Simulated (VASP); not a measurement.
**BiTe: equation of state with PBEsol**

BiTe:

```
Bi Te
1.0
     0.00000    3.20187    3.20187
     3.20187    0.00000    3.20187
     3.20187    3.20187    0.00000
Bi Te
1 1
Direct
  0.00000 0.00000 0.00000
  0.50000 0.50000 0.50000
```

```json
{
 "Program": "VASP 6.6.1",
 "Task": "equation of state",
 "Functional": "PBEsol",
 "Potentials or basis": "VASP PAW PBE potentials, release 64 (Bi_d, Te)",
 "Cutoff": "520 eV",
 "k mesh": "6 × 6 × 6",
 "Occupations": "fermi-dirac, width 0.05 eV",
 "Spin": "no spin polarisation"
}
```

```
Equilibrium volume                      : 32.83 Å³/atom
Bulk modulus                            : 52 GPa
Pressure derivative of the bulk modulus : 4.0 (rough: it moves with the points fitted)
```

Energy against volume, from the lowest point:
| volume (Å³/atom) | energy (meV/atom) |
| --- | --- |
| 31.512 | 9.25 |
| 32.169 | 2.25 |
| 32.825 | 0.00 |
| 33.482 | 2.06 |
| 34.138 | 7.99 |

All runs of the series together: 72 s on 1 thread of AMD EPYC 7R43 64-Core Processor (Zen 3) (shared host).

Caveat: the PAW data sets were made with another functional, which shifts forces and pressure a little.
